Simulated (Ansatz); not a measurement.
Two G0W0 runs on GaP (F-43m).

Symmetry: F-43m, No. 216, cubic system. Conventional cell: a = 5.451 Å, b = 5.451 Å, c = 5.451 Å, α = 90.00°, β = 90.00°, γ = 90.00°. Ga has 4 P at 2.36 Å nearest. P has 4 Ga at 2.36 Å nearest. Farther neighbours are not listed.

```yaml
crystal:
  lattice:
    - [0.00000, 2.72525, 2.72525]
    - [2.72525, 0.00000, 2.72525]
    - [2.72525, 2.72525, 0.00000]
  atoms:
    - { symbol: Ga, position: [0.00000, 0.00000, 0.00000] }
    - { symbol: P, position: [0.25000, 0.25000, 0.25000] }
```

The cell and positions come from the Crystallography Open Database and are kept as given unless a step says otherwise.

The first (Ansatz 0.2.0; start PBE with 35 % exact exchange, 6×6×6 mesh, 168 empty bands, screening to 150 eV, PAW set soft_1 files; 1 × NVIDIA H100 80GB HBM3 (shared by 6 runs) with 3 threads of AMD EPYC 7R13 (Zen 3), shared host) gave, on its mesh: starting gap 3.50 eV, G0W0 gap 2.80 eV, RPA ε∞ (mean) 6.44, 30 s.

The second gave: starting gap 5.80 eV, G0W0 gap 3.46 eV, RPA ε∞ (mean) 4.29, 31 s.

Question: What was changed in the input? Choose among start, files, mesh, bands and cutoff, frequency model or another key.

Changed: start from PBE with 35 % exact exchange to PBE with 75 % exact exchange. A jump of this size in the start, with ε∞ moving the other way, marks another functional. Other changes could give like numbers; this is the one that was made.

Limits: not at the basis limit; no spin-orbit coupling.

[Paths, hosts, dates, memory and timing lines, banners, echoed tables and standing remarks are left out of the program output.]

[Logs are printed without paths, hosts, clocks, repeated set-up lines and the standing remarks that a program may print on its own settings, such as how far it seeks lower states.]

[Runs of the session that timed out or met a known fault of the program may be left out.]

[Cells called generated may have been cut or substituted from an entry of the Crystallography Open Database or the Materials Project.]

[Hosts, paths, dates, database ids (printed as entryN), source tags and the programs' standing remarks are cut or masked in the printed files.]
